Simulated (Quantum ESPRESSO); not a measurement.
# KCl (Sylvite) (Fm-3m) in Quantum ESPRESSO: notebook, part 2 of 4

Quantum ESPRESSO 7.5. Earlier steps stand in the parts before.

## Step 3: Phonons, PBE

The input, pw.in:

```
&CONTROL
  calculation = 'scf'
  prefix = 'pwscf'
  outdir = './tmp'
  pseudo_dir = './pseudo'
  tprnfor = .true.
  tstress = .true.
  disk_io = 'low'
/
&SYSTEM
  ibrav = 0
  nat = 2
  ntyp = 2
  ecutwfc = 45
  ecutrho = 360
  nbnd = 14
  occupations = 'smearing'
  smearing = 'fd'
  degauss = 0.00367493
/
&ELECTRONS
  conv_thr = 4d-10
  electron_maxstep = 120
  mixing_beta = 0.5
/
ATOMIC_SPECIES
K     39.0983 k_pbe_v1.4.uspp.F.UPF
Cl    35.4500 cl_pbe_v1.4.uspp.F.UPF
CELL_PARAMETERS angstrom
   0.0000000000    3.1464700000    3.1464700000
   3.1464700000    0.0000000000    3.1464700000
   3.1464700000    3.1464700000    0.0000000000
ATOMIC_POSITIONS crystal
K      0.0000000000    0.0000000000    0.0000000000
Cl     0.5000000000    0.5000000000    0.5000000000
K_POINTS automatic
4 4 4 1 1 1
```

The input, scf2.in:

```
&CONTROL
  calculation = 'scf'
  prefix = 'pwscf'
  outdir = './tmp'
  pseudo_dir = './pseudo'
  tprnfor = .true.
  tstress = .true.
  disk_io = 'low'
/
&SYSTEM
  ibrav = 0
  nat = 2
  ntyp = 2
  ecutwfc = 45
  ecutrho = 360
  nbnd = 14
  occupations = 'fixed'
/
&ELECTRONS
  conv_thr = 1d-13
  electron_maxstep = 120
  mixing_beta = 0.5
  startingpot = 'file'
  startingwfc = 'file'
/
ATOMIC_SPECIES
K     39.0983 k_pbe_v1.4.uspp.F.UPF
Cl    35.4500 cl_pbe_v1.4.uspp.F.UPF
CELL_PARAMETERS angstrom
   0.0000000000    3.1464700000    3.1464700000
   3.1464700000    0.0000000000    3.1464700000
   3.1464700000    3.1464700000    0.0000000000
ATOMIC_POSITIONS crystal
K      0.0000000000    0.0000000000    0.0000000000
Cl     0.5000000000    0.5000000000    0.5000000000
K_POINTS automatic
4 4 4 1 1 1
```

The input, ph.in:

```
phonons of KCl
&INPUTPH
  prefix = 'pwscf'
  outdir = './tmp'
  tr2_ph = 1d-18
  fildyn = 'dyn'
  niter_ph = 90
  alpha_mix(1) = 0.7
  epsil = .true.
/
0.0000000000 0.0000000000 0.0000000000
```

The input, dynmat.in:

```
&INPUT
  fildyn = 'dyn'
  asr = 'crystal'
  lperm = .true.
  filout = 'dynmat.disp'
  fileig = 'dynmat.eig'
/
```

The input, dynmat_lo.in:

```
&INPUT
  fildyn = 'dyn'
  asr = 'crystal'
  filout = 'dynmat_lo.disp'
  fileig = 'dynmat_lo.eig'
  q(1) = 0
  q(2) = 0
  q(3) = 1
/
```

Potentials or basis: GBRV 1.5 PBE.

Started as:

```
> OMP_NUM_THREADS=1 pw.x -in pw.in > pw.out
> OMP_NUM_THREADS=1 pw.x -in scf2.in > scf2.out
> OMP_NUM_THREADS=1 ph.x -in ph.in > ph.out
> OMP_NUM_THREADS=1 dynmat.x -in dynmat.in > dynmat.out
> OMP_NUM_THREADS=1 dynmat.x -in dynmat_lo.in > dynmat_lo.out
```

pw.out:

```text
This program is part of the open-source Quantum ESPRESSO suite
     for quantum simulation of materials; please cite
         "P. Giannozzi et al., J. Phys.:Condens. Matter 21 395502 (2009);
         "P. Giannozzi et al., J. Phys.:Condens. Matter 29 465901 (2017);
         "P. Giannozzi et al., J. Chem. Phys. 152 154105 (2020);
     in publications or presentations arising from this work. More details at

     Message from routine setup:
     using ibrav=0 with symmetry is DISCOURAGED, use correct ibrav instead

     G-vector sticks info
     --------------------
     sticks:   dense  smooth     PW     G-vecs:    dense   smooth      PW
     Sum        1759     871    253                48455    17153    2741

     Using Slab Decomposition

     bravais-lattice index     =            0
     lattice parameter (alat)  =       8.4089  a.u.
     unit-cell volume          =     420.4336 (a.u.)^3
[... 214 lines left out ...]

   -26.2868 -11.1696  -9.8689  -9.8061  -9.7728   0.2426   0.5890   0.6608
     7.6849   9.2735  10.7810  11.2247  11.5206  12.3336

          k = 0.2652 0.2652 0.2652 (  2132 PWs)   bands (ev):
[... 6 lines left out ...]
   -26.2876 -11.3030  -9.8352  -9.7794  -9.6180   0.1038   0.4658   0.5770
     8.6958   9.3921  10.6881  11.2050  11.3932  12.4889

     the Fermi energy is     3.0421 ev

!    total energy              =     -90.57065779 Ry
     estimated scf accuracy    <          8.9E-11 Ry
     smearing contrib. (-TS)   =       0.00000000 Ry
     internal energy E=F+TS    =     -90.57065779 Ry

     The total energy is F=E-TS. E is the sum of the following terms:
     one-electron contribution =     -30.29474099 Ry
     hartree contribution      =      19.99320471 Ry
     xc contribution           =     -18.60224147 Ry
     ewald contribution        =     -61.66688004 Ry

     convergence has been achieved in   9 iterations

     negative rho (up, down):  1.461E-02 0.000E+00

     Forces acting on atoms (cartesian axes, Ry/au):

     atom    1 type  1   force =     0.00000000    0.00000000   -0.00000000
     atom    2 type  2   force =    -0.00000000   -0.00000000    0.00000000

     Total force =     0.000000     Total SCF correction =     0.000000

     Computing stress (Cartesian axis) and pressure

     negative rho (up, down):  1.461E-02 0.000E+00
          total   stress  (Ry/bohr**3)                   (kbar)     P=        5.67
   0.00003857   0.00000000   0.00000000            5.67        0.00        0.00
   0.00000000   0.00003857   0.00000000            0.00        5.67        0.00
   0.00000000   0.00000000   0.00003857            0.00        0.00        5.67

=------------------------------------------------------------------------------=
   JOB DONE.
=------------------------------------------------------------------------------=
```

scf2.out:

```text
This program is part of the open-source Quantum ESPRESSO suite
     for quantum simulation of materials; please cite
         "P. Giannozzi et al., J. Phys.:Condens. Matter 21 395502 (2009);
         "P. Giannozzi et al., J. Phys.:Condens. Matter 29 465901 (2017);
         "P. Giannozzi et al., J. Chem. Phys. 152 154105 (2020);
[... 222 lines left out ...]
  -0.00000000   0.00003865  -0.00000000           -0.00        5.68       -0.00
  -0.00000000  -0.00000000   0.00003865           -0.00       -0.00        5.68

=------------------------------------------------------------------------------=
   JOB DONE.
=------------------------------------------------------------------------------=
```

It took 1.8 min on 1 thread of Intel Xeon 6975P-C (Granite Rapids), shared host; peak memory 0.2 GiB.

Results:

```
Free energy                                             : -1232.2766 eV
Pressure after relaxing                                 : 0.6 GPa
Electronic dielectric tensor (diagonal)                 : 2.32
Born charges (mean of the diagonal)                     : K +1.12; Cl -1.13 e
Highest phonon frequency at Γ, LO-TO splitting left out : 139 cm⁻¹
Static dielectric tensor (diagonal)                     : 5.09
```

Levels at points of the mesh, in eV from the valence-band top:
```csv
k point,band 5,band 6,band 7,band 8,band 9,band 10,band 11,band 12
"(0.12, 0.12, 0.12)",-10.57,-0.14,0.00,0.00,5.61,8.31,8.62,8.62
```

Phonon frequencies in cm⁻¹ (negative: imaginary):
```csv
q point,frequencies
"(0.000, 0.000, 0.000)",-2 -2 -2 139 139 139
```

Electronic dielectric tensor:
```
2.32 0.00 0.00
0.00 2.32 0.00
0.00 0.00 2.32
```

Born effective charge tensors (e):
atom 1, K
```
1.12 0.00 0.00
0.00 1.12 0.00
0.00 0.00 1.12
```
atom 2, Cl
```
-1.13  0.00  0.00
 0.00 -1.13  0.00
 0.00  0.00 -1.13
```

Optical modes at Γ, degenerate ones joined, polar ones without the macroscopic field:
```tsv
cm⁻¹	components	symmetry	active in	IR intensity, summed ((D/Å)²/amu)
139	3	T1u	IR	4.69
```

Zone-centre frequencies without and with the macroscopic field along z (cm⁻¹):
```
                optical modes in rising order
       without                    139 139 139
with the field                    139 139 206
```

Static dielectric tensor, electrons and zone-centre modes:
```
5.09 0.00 0.00
0.00 5.09 0.00
0.00 0.00 5.09
```

## Step 4: Phonons, PBE

pw.in: that of step 3 with these lines changed.

```diff
@@ -13,4 +13,3 @@
   ntyp = 2
-  ecutwfc = 45
-  ecutrho = 360
+  ecutwfc = 67
   nbnd = 14
@@ -26,4 +25,4 @@
 ATOMIC_SPECIES
-K     39.0983 k_pbe_v1.4.uspp.F.UPF
-Cl    35.4500 cl_pbe_v1.4.uspp.F.UPF
+K     39.0983 19_K_9_2.2_2.7_pbe_n_v1.0.upf
+Cl    35.4500 17_Cl_7_1.9_1.9_pbe_n_v1.0.upf
 CELL_PARAMETERS angstrom
```

scf2.in: that of step 3 with these lines changed.

```diff
@@ -13,4 +13,3 @@
   ntyp = 2
-  ecutwfc = 45
-  ecutrho = 360
+  ecutwfc = 67
   nbnd = 14
@@ -26,4 +25,4 @@
 ATOMIC_SPECIES
-K     39.0983 k_pbe_v1.4.uspp.F.UPF
-Cl    35.4500 cl_pbe_v1.4.uspp.F.UPF
+K     39.0983 19_K_9_2.2_2.7_pbe_n_v1.0.upf
+Cl    35.4500 17_Cl_7_1.9_1.9_pbe_n_v1.0.upf
 CELL_PARAMETERS angstrom
```

ph.in is that of step 3.

dynmat.in is that of step 3.

dynmat_lo.in is that of step 3.

Potentials or basis: SPMS 1.0 PBE.

Started as:

```
> OMP_NUM_THREADS=1 pw.x -in pw.in > pw.out
> OMP_NUM_THREADS=1 pw.x -in scf2.in > scf2.out
> OMP_NUM_THREADS=1 ph.x -in ph.in > ph.out
> OMP_NUM_THREADS=1 dynmat.x -in dynmat.in > dynmat.out
> OMP_NUM_THREADS=1 dynmat.x -in dynmat_lo.in > dynmat_lo.out
```

pw.out:

```text
This program is part of the open-source Quantum ESPRESSO suite
     for quantum simulation of materials; please cite
[... 9 lines left out ...]
     --------------------
     sticks:   dense  smooth     PW     G-vecs:    dense   smooth      PW
     Sum        1285    1285    379                30923    30923    4957

     Using Slab Decomposition

     bravais-lattice index     =            0
     lattice parameter (alat)  =       8.4089  a.u.
     unit-cell volume          =     420.4336 (a.u.)^3
     number of atoms/cell      =            2
     number of atomic types    =            2
     number of electrons       =        16.00
     number of Kohn-Sham states=           14
     kinetic-energy cutoff     =      67.0000  Ry
     charge density cutoff     =     268.0000  Ry
     scf convergence threshold =      4.0E-10
     mixing beta               =       0.5000
     number of iterations used =            8  plain     mixing
     Exchange-correlation= PBE
                           (   1   4   3   4   0   0   0)

     celldm(1)=   8.408867  celldm(2)=   0.000000  celldm(3)=   0.000000
     celldm(4)=   0.000000  celldm(5)=   0.000000  celldm(6)=   0.000000

[... 8 lines left out ...]
               b(3) = (  0.707107  0.707107 -0.707107 )

     PseudoPot. # 1 for K  read from file:
     19_K_9_2.2_2.7_pbe_n_v1.0.upf
     Pseudo is Norm-conserving + core correction, Zval =  9.0
     Generated using ONCVPSP code by D. R. Hamann
     Using radial grid of 2234 points,  6 beta functions with:
                l(1) =   0
                l(2) =   0
[... 62 lines left out ...]
     estimated scf accuracy    <       0.07120394 Ry
[... 43 lines left out ...]
     iteration #  8     ecut=    67.00 Ry     beta= 0.50
     Davidson diagonalization with overlap
     ethr =  5.00E-11,  avg # of iterations =  4.4

     End of self-consistent calculation

          k = 0.0884 0.0884 0.0884 (  3864 PWs)   bands (ev):

   -26.2855 -11.2310  -9.7497  -9.7497  -9.7097   0.7267   0.8656   0.8656
     6.4794   9.1650   9.4744   9.4744  10.3475  10.3475

          k = 0.2652 0.2652-0.0884 (  3881 PWs)   bands (ev):

   -26.2795 -11.3151  -9.7775  -9.7507  -9.5911   0.1837   0.6673   0.7060
     7.8625   8.9592  10.1913  10.7734  10.9377  11.5815

          k =-0.2652-0.2652 0.4419 (  3892 PWs)   bands (ev):
[... 16 lines left out ...]
   -26.2738 -11.2163  -9.8431  -9.8117  -9.6651   0.2780   0.4628   0.5794
     8.4279   9.4549  10.3873  11.0410  12.0074  12.2343

          k = 0.0884-0.2652 0.4419 (  3886 PWs)   bands (ev):

   -26.2761 -11.2948  -9.8007  -9.7716  -9.6061   0.1085   0.5752   0.6225
     8.5371   8.8687  10.8953  11.1617  11.5540  11.9901

          k =-0.6187 0.0884 0.0884 (  3907 PWs)   bands (ev):

   -26.2739 -11.1511  -9.8595  -9.7971  -9.7634   0.2595   0.6063   0.6780
     7.6975   9.2897  10.7959  11.2239  11.5225  12.3243

          k = 0.2652 0.2652 0.2652 (  3870 PWs)   bands (ev):
[... 6 lines left out ...]
   -26.2747 -11.2851  -9.8259  -9.7704  -9.6080   0.1213   0.4829   0.5943
     8.7102   9.4050  10.6984  11.2154  11.3937  12.4821

     the Fermi energy is     3.0402 ev

!    total energy              =     -92.77132254 Ry
     estimated scf accuracy    <          2.2E-10 Ry
     smearing contrib. (-TS)   =       0.00000000 Ry
     internal energy E=F+TS    =     -92.77132254 Ry

     The total energy is F=E-TS. E is the sum of the following terms:
     one-electron contribution =     -29.27434720 Ry
     hartree contribution      =      19.73198799 Ry
     xc contribution           =     -21.56208328 Ry
     ewald contribution        =     -61.66688005 Ry

     convergence has been achieved in   8 iterations

     Forces acting on atoms (cartesian axes, Ry/au):

     atom    1 type  1   force =    -0.00000000   -0.00000000    0.00000000
     atom    2 type  2   force =    -0.00000000    0.00000000   -0.00000000

     Total force =     0.000000     Total SCF correction =     0.000000

     Computing stress (Cartesian axis) and pressure

          total   stress  (Ry/bohr**3)                   (kbar)     P=        7.39
   0.00005023   0.00000000   0.00000000            7.39        0.00        0.00
   0.00000000   0.00005023   0.00000000            0.00        7.39        0.00
   0.00000000   0.00000000   0.00005023            0.00        0.00        7.39

=------------------------------------------------------------------------------=
   JOB DONE.
=------------------------------------------------------------------------------=
```

Wall time 1.8 min (1 thread of Intel Xeon 6975P-C (Granite Rapids), shared host); peak memory 0.09 GiB.

Results:

* Free energy: -1262.2181 eV
* Pressure after relaxing: 0.7 GPa
* Electronic dielectric tensor (diagonal): 2.33
* Born charges (mean of the diagonal): K +1.13; Cl -1.13 e
* Highest phonon frequency at Γ, LO-TO splitting left out: 139 cm⁻¹
* Static dielectric tensor (diagonal): 5.11

Levels at points of the mesh, in eV from the valence-band top:
| k point | band 6 | band 7 | band 8 | band 9 | band 10 | band 11 |
| --- | --- | --- | --- | --- | --- | --- |
| (0.12, 0.12, 0.12) | -0.14 | 0.00 | 0.00 | 5.61 | 8.30 | 8.61 |

Phonon frequencies in cm⁻¹ (negative: imaginary):
| q point | frequencies |
| --- | --- |
| (0.000, 0.000, 0.000) | -2 -2 -2 139 139 139 |

Electronic dielectric tensor:
```
2.33 0.00 0.00
0.00 2.33 0.00
0.00 0.00 2.33
```

Born effective charge tensors (e):
atom 1, K
```
1.13 0.00 0.00
0.00 1.13 0.00
0.00 0.00 1.13
```
atom 2, Cl
```
-1.13  0.00  0.00
 0.00 -1.13  0.00
 0.00  0.00 -1.13
```

Optical modes at Γ, degenerate ones joined, polar ones without the macroscopic field:
| cm⁻¹ | components | symmetry | active in | IR intensity, summed ((D/Å)²/amu) |
| --- | --- | --- | --- | --- |
| 139 | 3 | T1u | IR | 4.73 |

Zone-centre frequencies without and with the macroscopic field along z (cm⁻¹):
|  | optical modes in rising order |
| --- | --- |
| without | 139 139 139 |
| with the field | 139 139 206 |

Static dielectric tensor, electrons and zone-centre modes:
```
5.11 0.00 0.00
0.00 5.11 0.00
0.00 0.00 5.11
```

(Continued in part 3 of 4.)
